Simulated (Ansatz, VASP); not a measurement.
## InP in VASP and in Ansatz

```
In P
1.0
     0.00000    2.70872    2.70872
     2.70872    0.00000    2.70872
     2.70872    2.70872    0.00000
In P
1 1
Cartesian
  0.0000 0.0000 0.0000
  2.7087 2.7087 2.7087
```

Alike in both runs: task relaxation of cell and atoms; functional LDA; k mesh 14 × 14 × 14; occupations fermi-dirac, width 0.15 eV; no spin polarisation.

|  | VASP | Ansatz |
| --- | --- | --- |
| version | VASP 6.6.1 | Ansatz 0.2.0 |
| potentials or method | VASP PAW LDA potentials, release 64 (In_d, P) | scalar-relativistic, plane waves, PAW |
| plane-wave cutoff (eV) | 600 | 420 |
| valence electrons in the cell | 18 | 18 |

|  | VASP | Ansatz | Ansatz less VASP |
| --- | --- | --- | --- |
| gap on the k mesh at the Fermi level, each at its own relaxed structure (eV) | none | none | - |
| relaxed volume (Å³/atom) | 19.92 | 19.89 | -0.029 |
| relaxed cell length with the largest relative difference (Å) | 3.834 | 3.832 | -0.0018 |

A gap of «none» marks a metal or a gap that the smearing closes.
